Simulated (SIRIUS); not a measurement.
Input of a SIRIUS 7.10.0 run:

File sirius.json:

```json
{
  "control": {
    "processing_unit": "cpu",
    "verbosity": 2,
    "num_bands_to_print": 15,
    "print_forces": true,
    "print_stress": true
  },
  "parameters": {
    "electronic_structure_method": "pseudopotential",
    "xc_functionals": ["XC_GGA_X_PBE_SOL", "XC_GGA_C_PBE_SOL"],
    "gk_cutoff": 9.1,
    "pw_cutoff": 18.2,
    "ngridk": [10, 10, 10],
    "shiftk": [0, 0, 0],
    "smearing": "fermi_dirac",
    "smearing_width": 0.0018374661,
    "num_bands": 15,
    "num_mag_dims": 0,
    "num_dft_iter": 100,
    "energy_tol": 1e-08,
    "density_tol": 1e-06
  },
  "iterative_solver": {
    "type": "davidson",
    "min_tolerance": 1e-09,
    "tolerance_scale": [0.1, 0.25]
  },
  "mixer": {
    "type": "anderson",
    "beta": 0.7,
    "max_history": 8
  },
  "settings": {
    "tol_ne": 1e-10,
    "pseudo_grid_cutoff": 6.5
  },
  "unit_cell": {
    "lattice_vectors": [
      [0.0, 0.707106781187, 0.707106781187],
      [0.707106781187, 0.0, 0.707106781187],
      [0.707106781187, 0.707106781187, 0.0]
    ],
    "lattice_vectors_scale": 6.3204064841,
    "atom_coordinate_units": "lattice",
    "atom_types": ["Zr", "C"],
    "atom_files": {
      "Zr": "Zr.json",
      "C": "C.json"
    },
    "atoms": {
      "Zr": [
        [0.490141, 0.495912, 0.506416]
      ],
      "C": [
        [-0.010939, -0.004722, 0.021578]
      ]
    }
  }
}
```

Potentials or basis: PseudoDojo 0.4.1 PBEsol standard (scalar relativistic).

Run with:

```console
$ upf_to_json Zr.upf
$ upf_to_json C.upf
$ OMP_NUM_THREADS=1 sirius.scf --input=sirius.json --output=out.json --task=0
```

(1) What does it give for the largest force?

(2) Estimate the band gap on the k mesh.

(3) What does it give for the pressure?

Results:

(1) 0.313 eV/Å.

(2) none (metal or under the smearing width).

(3) -8.1 GPa.
